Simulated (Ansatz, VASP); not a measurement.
One calculation of Al, two programs

```
Al
1.0
    -1.21155    1.21155    1.21155
     1.21155   -1.21155    1.21155
     1.21155    1.21155   -1.21155
Al
1
Direct
  0.00000 0.00000 0.00000
```

Change from the starting cell: volume scaled by 0.43, LAPW.

Alike in both runs: task single point; functional PBEsol; k mesh 17 × 17 × 17; occupations fermi-dirac, width 0.05 eV; no spin polarisation.

```csv
,VASP,Ansatz
version,VASP 6.6.1,Ansatz 0.2.0
potentials or method,"VASP PAW PBE potentials, release 64 (Al), cutoff 520 eV","all-electron LAPW, scalar-relativistic"
```

```tsv
	VASP	Ansatz	Ansatz less VASP
pressure (GPa)	352.9	347.1	-5.82
```

Ansatz ran all-electron here, so the differences hold the error of VASP's frozen core and of both bases.

Caveats: the cell as given lies far from equilibrium; so large a pressure means that the cell lies far from this level's equilibrium, or that cutoff or potentials fall short (VASP); the potentials were made for another functional, which shifts forces and pressure (VASP).
